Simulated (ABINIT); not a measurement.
Ag:

```
Ag
1.0
     2.93000    0.00000    0.00000
    -1.46500    2.53745    0.00000
     0.00000    0.00000    4.79000
Ag
2
Direct
  0.66667 0.33333 0.75000
  0.33333 0.66667 0.25000
```

This isn't the form of Ag at room conditions, which is fcc.

Program: ABINIT 10.8.3 (patched build). Alike in all runs: task single point; potentials or basis JTH PAW PBE v2.0; no spin polarisation; cell as given; k mesh 10 × 10 × 6; cutoff (eV) 544; smearing fermi-dirac 0.05 eV.

Question: Order these runs on this cell by their pressure, lowest first.
A. level SCAN
B. level PBEsol
C. level r2SCAN
D. level RPBE
E. level PW91

Answer: B (-6.0 GPa), A (-4.3 GPa), C (-2.6 GPa), E (0.4 GPa), D (4.6 GPa).

Caveats: the PAW data sets were made with another functional, which shifts forces and pressure a little.

Runs at the PBE level aren't shown here.
